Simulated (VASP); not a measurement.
A run of VASP 6.6.1 is set up as follows.

Contents of INCAR:

```
ALGO     = Normal         # electronic algorithm
EDIFF    = 1E-6           # SCF threshold, eV
EDIFFG   = -0.01          # ionic threshold
ENCUT    = 600            # plane-wave cutoff, eV
IBRION   = 2              # ionic algorithm
ISIF     = 3              # what is computed and relaxed
ISMEAR   = 1              # smearing method
LASPH    = T              # aspherical terms in the spheres
LCHARG   = F              # write CHGCAR
LREAL    = F              # projectors in reciprocal space
LWAVE    = F              # write WAVECAR
NELM     = 80             # most SCF steps
NSW      = 90             # ionic steps
PREC     = Accurate       # precision mode
SIGMA    = 0.1            # smearing width, eV
```

File KPOINTS:

```
k-points
0
Gamma
  16 16 16
```

The input POSCAR:

```
Li
1.0
   -1.7546500000      1.7546500000      1.7546500000
    1.7546500000     -1.7546500000      1.7546500000
    1.7546500000      1.7546500000     -1.7546500000
Li
1
Direct
    0.0000000000      0.0000000000      0.0000000000
```

Potentials or basis: VASP PAW LDA potentials, release 64 (Li_sv).

Run with:

```bash
$ cat potpaw_LDA.64/Li_sv/POTCAR > POTCAR
$ mpirun -np 1 vasp_std > vasp.out
```

Task: Estimate the relaxed volume.

Result: 18.70 Å³/atom.

Task: What does it give for the relaxed cell?

Result: a = 2.896 Å, b = 2.896 Å, c = 2.896 Å, α = 109.47°, β = 109.47°, γ = 109.47°.

Task: What does it give for the space group after relaxing (to 0.05 Å)?

Result: Im-3m (No. 229).

Task: Estimate the band gap on the k mesh.

Result: None (metal or under the smearing width).

Final structure:
```xyz
1
Lattice="-1.6722 1.6722 1.6722 1.6722 -1.6722 1.6722 1.6722 1.6722 -1.6722" Properties=species:S:1:pos:R:3 pbc="T T T"
Li    3.3443    0.0000    0.0000
```

Caveat: the cutoff is under 1.25 times the usual one of these potentials, so pressure, stress and relaxed cells hold a basis-set (Pulay) error; the volume moved by -13 % from the deposited cell, more than functionals usually miss. Zero-point motion and thermal expansion aren't in these numbers.
